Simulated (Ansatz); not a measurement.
Compressing InSe

Method: DFT PBEsol+D3(BJ), scalar-relativistic, plane waves, PAW (Ansatz 0.2.0). (420 eV cutoff, 12×12×12 k-mesh, Gaussian smearing of 0.01 eV, no spin polarisation)

The relaxed crystal:

```
CELL_PARAMETERS angstrom
1.98050 1.14344 8.06093
-1.98050 1.14344 8.06093
0.00000 -2.28688 8.06093
ATOMIC_POSITIONS crystal
In 0.99928 0.99928 0.99928
In 0.11295 0.11295 0.11295
Se 0.61263 0.61263 0.61263
Se 0.83283 0.83283 0.83283
```

Cell and atoms are relaxed at each pressure within the symmetry of the start, at zero temperature, so transitions that lower the symmetry aren't seen. The k-mesh given is that at zero pressure and may differ at others. a, b and c are the lengths of the cell vectors above. Gaps are Kohn–Sham gaps over the whole zone.

Pressures computed: 2, 5 GPa.

Task: At which pressure does the cell have a = 8.209, b = 8.209 and c = 8.209 Å?

Result: About 2 GPa, where V/V0 = 0.952 and the gap is 0.46 eV.